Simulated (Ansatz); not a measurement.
# Hf/MoSe2/Hf: conductance against the thickness of the layer, part 2 of 5

How fast does the current through Hf/MoSe2/Hf fall with each added layer? Both electrodes are Hf hcp(0001); the barrier is MoSe2 2H layers (two layers in the relaxed core). In the first transport cell, after relaxation, the nearest pair of electrode and barrier is Hf–Se at 2.74 Å, along the normal, at the lower face and Hf–Se at 2.75 Å, along the normal, at the upper one. All share a net of side 3.3 Å, which strains the lower electrode by +3.1 % and the barrier by +0.0 %, against typed lattice constants near PBE's. The first steps treat the bulk electrodes alone.

Ansatz 0.2.0; PBE+D3(BJ) DFT, plane waves, PAW files (the session's first sound run).

So far: Set-up; Layer spacing of the electrode.

## (3) Relaxing the interfaces

System of this step: Hf/MoSe2/Hf. The cell holds 14 atoms: 8 Hf, 4 Se and 2 Mo. Cell: a = 3.300 Å, b = 3.300 Å, c = 46.459 Å, α = 90.0°, β = 90.0°, γ = 120.0°. Vacuum lies along c.

Tunnelling depends exponentially on distance, so the interfaces are relaxed first. A short slab in vacuum serves: only the barrier and the layers next to it are taken over, and later cells can add or drop layers in the barrier's middle. The dipole correction removes the field that unlike faces would set up across the vacuum. Dispersion is added because the sheets are held by van der Waals forces.

Input file input.yaml:

```yaml
crystal:
  lattice:
    - [3.3, 0.0, 0.0]
    - [-1.65, 2.8578838325, 0.0]
    - [0.0, 0.0, 46.45859375]
  atoms:
    - { symbol: Hf, position: [0.0, 0.0, 0.1721963442] }
    - { symbol: Hf, position: [0.33333333, 0.66666667, 0.2253569206] }
    - { symbol: Hf, position: [0.0, 0.0, 0.2785174971] }
    - { symbol: Hf, position: [0.33333333, 0.66666667, 0.3316780736] }
    - { symbol: Se, position: [0.33333333, 0.66666667, 0.3940992483] }
    - { symbol: Mo, position: [0.0, 0.0, 0.4300452352] }
    - { symbol: Se, position: [0.33333333, 0.66666667, 0.465991222] }
    - { symbol: Se, position: [0.0, 0.0, 0.534008778] }
    - { symbol: Mo, position: [0.33333333, 0.66666667, 0.5699547648] }
    - { symbol: Se, position: [0.0, 0.0, 0.6059007517] }
    - { symbol: Hf, position: [0.0, 0.0, 0.6683219264] }
    - { symbol: Hf, position: [0.66666667, 0.33333333, 0.7214825029] }
    - { symbol: Hf, position: [0.0, 0.0, 0.7746430794] }
    - { symbol: Hf, position: [0.66666667, 0.33333333, 0.8278036558] }
kpoints:
  mp_grid: { grid: [8, 8, 1] }
scf:
  occupations: { method: fermi_dirac, width: 0.1 }
  max_iter: 150
hamiltonian:
  xc: pbe
  dispersion: d3bj
efield:
  axis: 3
  dipole_correction: true
relax:
  f_tol: 0.04
  max_steps: 60
output:
  forces: true
```

On the command line:

```
> ansatz run input.yaml --threads 4 --pin off --max-ram 10240MiB --backend cpu --events-out ev --progress --plain --runs-dir out
```

Numbers of over 12 decimals in the logs are rounded to 6 here.

The log of the run:

```text
[...]
Crystal: 14 atoms, lattice volume = 438.152 Å³
Basis set: ecut = 420 eV, 8687 PW (Γ), exchange–correlation on 48×48×640 points (8 copies of the dense FFT grid, shifted against one another)
Bands: 180, of which v1, the nominal top of the filled ones, is band 150 counted from 1 (149 counted from 0)
Symmetry: 6 space group operations
[...]
k-points: 10 of 64 (time reversal used)
[...]
SCF iter   1: F=—  HF=-157566.359182 eV  |F-HF|=—  |Δ(HF+E_count)|=         —  Δρ=8.87e-3  dr2=2.13e1  ethr=1.77e-3  p=0.000 e·Å  D=2.18e-5 V/Å  ΔV_dip=-0.00 eV  dr2_dipole=1.43e-2  V_vac-E_F(+/−)=4.33/4.33 eV  ⟨swp⟩=6.4  Hψ=5873  notcnv=0  defer=26
efield: sawtooth ramp at fractional position 0.9500 (placed from the atoms, in the widest stretch of the axis that holds none; the zero of the levels goes with the place), width 0.1000; the density the first Hamiltonian is built on has a dipole p = 0.000 e·Å; the dipole correction subtracts the counter field D = 2.18e-5 V/Å, which shifts the + side's vacuum level by -0.00 eV against the − side's; the planar-averaged density in the ramp window peaks in size at 1.2e-4 e/Å³
[...]
SCF iter   2: F=—  HF=-157566.070717 eV  |F-HF|=—  |Δ(HF+E_count)|=   2.88e-1  Δρ=6.39e-3  dr2=1.63e0  ethr=1.77e-3  p=0.000 e·Å  D=5.24e-6 V/Å  ΔV_dip=-0.00 eV  dr2_dipole=5.30e-5  V_vac-E_F(+/−)=4.30/4.30 eV  ⟨swp⟩=2.2  Hψ=2290  notcnv=0  defer=36
[...]
SCF iter   8: F=-157565.979167 eV  HF=-157565.979170 eV  |F-HF|=3.34e-6  |Δ(HF+E_count)|=   1.24e-5  Δρ=3.22e-5  dr2=8.69e-6  ethr=1.33e-8  p=-0.000 e·Å  D=-5.10e-6 V/Å  ΔV_dip=0.00 eV  dr2_dipole=4.12e-8  V_vac-E_F(+/−)=4.27/4.27 eV  ⟨swp⟩=5.1  Hψ=6743  notcnv=0
WARN: efield: at this solve's end the planar-averaged density reaches 3.81e-5 e/Å³ inside the ramp window [0.9285, 0.0715] (bound 1e-5 e/Å³), and -1.05e-5 e/Å³ on another of its planes; the window's nearer edge stands 4.68 Å from this solve's nearest atom along the axis. Its work functions, free energy, forces, stress, dipole, levels and responses can be off, and this figure does not tell by how much. A short vacuum, a low `basis.ecutwfc` or `basis.ecutrho_ratio` and negative occupations (`scf.occupations.method`) can put density there. See the manual's quickstart, § The vacuum guard
SCF 1 converged in 8 iterations: F = -157565.979167 eV  dr2 = 8.69e-6
[...]
relax step   1: F+E_penalty+E_count = -157565.97916702 eV  Δ(F+E_penalty+E_count) = +0.000e0 eV  max|allowed force component| = 8.507e-1 eV/Å  Δτ_max = 0.0000 Å  (8 SCF iters, dr2 threshold 4.00e-5 eV, accepted)
[...]
SCF iter   1: F=—  HF=-157566.418404 eV  |F-HF|=—  |Δ(HF+E_count)|=         —  Δρ=1.03e-2  dr2=3.62e0  ethr=1.20e-3  p=-0.000 e·Å  D=-4.84e-6 V/Å  ΔV_dip=0.00 eV  dr2_dipole=5.19e-3  V_vac-E_F(+/−)=4.34/4.34 eV  ⟨swp⟩=1.1  Hψ=5780  notcnv=0  defer=25
efield: sawtooth ramp at fractional position 0.9500 (handed on by an earlier solve), width 0.1000; the density the first Hamiltonian is built on has a dipole p = -0.000 e·Å; the dipole correction subtracts the counter field D = -4.84e-6 V/Å, which shifts the + side's vacuum level by +0.00 eV against the − side's; the planar-averaged density in the ramp window peaks in size at 2.4e-5 e/Å³
[...]
SCF iter   2: F=—  HF=-157566.215033 eV  |F-HF|=—  |Δ(HF+E_count)|=   2.03e-1  Δρ=6.19e-3  dr2=8.03e-1  ethr=1.20e-3  p=-0.000 e·Å  D=-2.22e-5 V/Å  ΔV_dip=0.00 eV  dr2_dipole=7.59e-3  V_vac-E_F(+/−)=4.05/4.05 eV  ⟨swp⟩=3.1  Hψ=3125  notcnv=0  defer=25
[...]
SCF iter   8: F=-157566.136197 eV  HF=-157566.136198 eV  |F-HF|=8.42e-7  |Δ(HF+E_count)|=   7.03e-6  Δρ=2.09e-5  dr2=4.27e-6  ethr=1.51e-8  p=0.000 e·Å  D=3.15e-5 V/Å  ΔV_dip=-0.00 eV  dr2_dipole=5.89e-8  V_vac-E_F(+/−)=4.14/4.14 eV  ⟨swp⟩=5.2  Hψ=6204  notcnv=0
[...]
SCF 2 converged in 8 iterations: F = -157566.136197 eV  dr2 = 4.27e-6
relax step   2: F+E_penalty+E_count = -157566.13619708 eV  Δ(F+E_penalty+E_count) = -1.570e-1 eV  max|allowed force component| = 9.004e-1 eV/Å  Δτ_max = 0.1947 Å  (8 SCF iters, dr2 threshold 4.52e-5 eV, accepted)
SCF iter   1: F=—  HF=-157566.424027 eV  |F-HF|=—  |Δ(HF+E_count)|=         —  Δρ=9.62e-3  dr2=1.24e1  ethr=3.10e-3  p=0.000 e·Å  D=3.17e-5 V/Å  ΔV_dip=-0.00 eV  dr2_dipole=1.78e-6  V_vac-E_F(+/−)=4.11/4.11 eV  ⟨swp⟩=3.9  Hψ=3518  notcnv=0  defer=10
[...]
SCF iter   7: F=-157566.243654 eV  HF=-157566.243665 eV  |F-HF|=1.11e-5  |Δ(HF+E_count)|=   9.25e-6  Δρ=3.98e-5  dr2=2.55e-5  ethr=1.69e-8  p=0.000 e·Å  D=3.24e-5 V/Å  ΔV_dip=-0.00 eV  dr2_dipole=6.13e-7  V_vac-E_F(+/−)=4.21/4.21 eV  ⟨swp⟩=4.2  Hψ=7403  notcnv=0
[...]
SCF 3 converged in 7 iterations: F = -157566.243654 eV  dr2 = 2.55e-5
relax step   3: F+E_penalty+E_count = -157566.24365418 eV  Δ(F+E_penalty+E_count) = -1.075e-1 eV  max|allowed force component| = 9.863e-2 eV/Å  Δτ_max = 0.1919 Å  (7 SCF iters, dr2 threshold 5.07e-5 eV, accepted)
[...]
relax step   4: F+E_penalty+E_count = -157566.25031979 eV  Δ(F+E_penalty+E_count) = -6.666e-3 eV  max|allowed force component| = 9.923e-2 eV/Å  Δτ_max = 0.1244 Å  (11 SCF iters, accepted)
SCF iter   1: F=—  HF=-157566.254869 eV  |F-HF|=—  |Δ(HF+E_count)|=         —  Δρ=1.37e-3  dr2=1.21e-2  ethr=3.67e-4  p=0.000 e·Å  D=4.23e-5 V/Å  ΔV_dip=-0.00 eV  dr2_dipole=2.36e-5  V_vac-E_F(+/−)=4.22/4.22 eV  ⟨swp⟩=2.0  Hψ=2823  notcnv=0  defer=36
[...]
SCF iter   7: F=-157566.253475 eV  HF=-157566.253475 eV  |F-HF|=2.91e-11  |Δ(HF+E_count)|=   5.83e-8  Δρ=3.45e-6  dr2=8.59e-8  ethr=3.33e-11  p=0.000 e·Å  D=4.83e-5 V/Å  ΔV_dip=-0.00 eV  dr2_dipole=3.56e-9  V_vac-E_F(+/−)=4.21/4.22 eV  ⟨swp⟩=4.4  Hψ=8501  notcnv=0
[...]
SCF 5 converged in 7 iterations: F = -157566.253475 eV  dr2 = 8.59e-8
relax step   5: F+E_penalty+E_count = -157566.25347529 eV  Δ(F+E_penalty+E_count) = -3.155e-3 eV  max|allowed force component| = 1.779e-2 eV/Å  Δτ_max = 0.0266 Å  (7 SCF iters, accepted)
SCF converged after 7 iterations
Free energy (F): -157566.253475 eV
[...]
Internal energy: -157565.869132 eV  (E = F + TS)
E sigma→0 (E₀):  -157566.061303 eV
Entropy (-TS):   -0.384344 eV (-27.453 meV/atom)
Fermi energy:    10.524010 eV
Dipole field:    D = -0.000006 V/Å  (p = -0.000014 e·Å, saw-weighted, corrected)
Work function:   Φ+ = 4.2142 eV   Φ− = 4.2140 eV
Levels:          The Fermi level and band energies are counted from a zero that moves with the ramp; work functions are not
Vacuum region:   at the solve's end the planar-averaged density reaches 2.14e-5 e/Å³ inside the ramp window [0.9285, 0.0715] (bound 1e-5 e/Å³); by the running means of the window's planes the mean density over a ramp is at most 1.84e-5 e/Å³, which is held to the bound (the quickstart, § The vacuum guard, A window that rings)
[...]
--- Forces (eV/Å), atoms counted from 1 ---
  atom   1  Hf     0.00000000    -0.00000000    -0.00017669
  atom   2  Hf     0.00000000     0.00000000     0.00028212
  atom   3  Hf     0.00000000    -0.00000000     0.00320389
  atom   4  Hf     0.00000000     0.00000000     0.00119140
  atom   5  Se     0.00000000    -0.00000000    -0.01228222
  atom   6  Mo    -0.00000000    -0.00000000     0.00853364
  atom   7  Se     0.00000000    -0.00000000    -0.01779435
  atom   8  Se     0.00000000     0.00000000     0.01663133
  atom   9  Mo    -0.00000000     0.00000000    -0.01440373
  atom  10  Se     0.00000000     0.00000000     0.01244588
  atom  11  Hf     0.00000000     0.00000000     0.00529249
  atom  12  Hf    -0.00000000    -0.00000000    -0.00249844
  atom  13  Hf     0.00000000     0.00000000    -0.00061228
  atom  14  Hf     0.00000000    -0.00000000     0.00015154
  max |Σ_I F_I| component: 3.54e-5 eV/Å
--- Relaxed structure (5 steps of the walk, 5 accepted, 0 SCFs on fresh bases) ---
  F+E_penalty+E_count = -157566.25347529 eV   max|allowed force component| = 1.779e-2 eV/Å
  atoms:
    - { symbol: Hf, position: [4.6100145647347035e-17, -3.304235202184164e-17, 0.180922] }
    - { symbol: Hf, position: [0.333333, 0.666667, 0.230750] }
    - { symbol: Hf, position: [4.449793009588777e-17, -3.304235202184164e-17, 0.285706] }
    - { symbol: Hf, position: [0.333333, 0.666667, 0.336595] }
    - { symbol: Se, position: [0.333333, 0.666667, 0.395502] }
    - { symbol: Mo, position: [3.894696195458094e-17, -3.3042352021841637e-17, 0.431907] }
    - { symbol: Se, position: [0.333333, 0.666667, 0.467727] }
    - { symbol: Se, position: [3.494070856604749e-17, -3.3042352021841637e-17, 0.532025] }
    - { symbol: Mo, position: [0.333333, 0.666667, 0.567805] }
    - { symbol: Se, position: [3.5373351386428424e-17, -3.3042352021841637e-17, 0.604333] }
    - { symbol: Hf, position: [3.2049528157596333e-17, -3.3042352021841637e-17, 0.663564] }
    - { symbol: Hf, position: [0.666667, 0.333333, 0.714471] }
    - { symbol: Hf, position: [3.157187331989213e-17, -3.3042352021841637e-17, 0.769427] }
    - { symbol: Hf, position: [0.666667, 0.333333, 0.819267] }
```

Run time: 98 s. Hardware: 4 threads of Arm Neoverse V2, shared host; peak memory 1.9 GiB; 6.5 min of CPU time.

Step by step:

```csv
step,energy less that of the first step (eV),largest force component (eV/Å)
1,0.0000,0.8507
2,-0.1570,0.9004
3,-0.2645,0.0986
4,-0.2712,0.0992
5,-0.2743,0.0178
```

Forces are held to the 6 operations that the run works with; a distortion that breaks them can't arise in this run.

The atoms that moved most (Å):

| atom | dx | dy | dz | length |
| --- | --- | --- | --- | --- |
| Hf1 | 0.000 | 0.000 | 0.405 | 0.405 |
| Hf14 | 0.000 | 0.000 | -0.397 | 0.397 |
| Hf3 | 0.000 | 0.000 | 0.334 | 0.334 |
| Hf12 | 0.000 | 0.000 | -0.326 | 0.326 |
| Hf2 | 0.000 | 0.000 | 0.251 | 0.251 |
| Hf13 | 0.000 | 0.000 | -0.242 | 0.242 |
| Hf4 | 0.000 | 0.000 | 0.228 | 0.228 |
| Hf11 | 0.000 | 0.000 | -0.221 | 0.221 |

This step gave:

| Property | Result |
| --- | --- |
| free energy | -157566.2535 eV |
| Fermi energy | 10.52 eV |

The largest force component on a free atom ends at 0.018 eV/Å. At one or more of this run's solves the program warned of density in the dipole ramp over its bound, where dipole, forces and levels can be off.

(Continued in part 3 of 5.)

[Logs are printed without paths, hosts, clocks, repeated set-up lines and the standing remarks that a program may print on its own settings, such as how far it seeks lower states.]

[Hosts, paths, dates, database ids (printed as entryN), source tags and the programs' standing remarks are cut or masked in the printed files.]
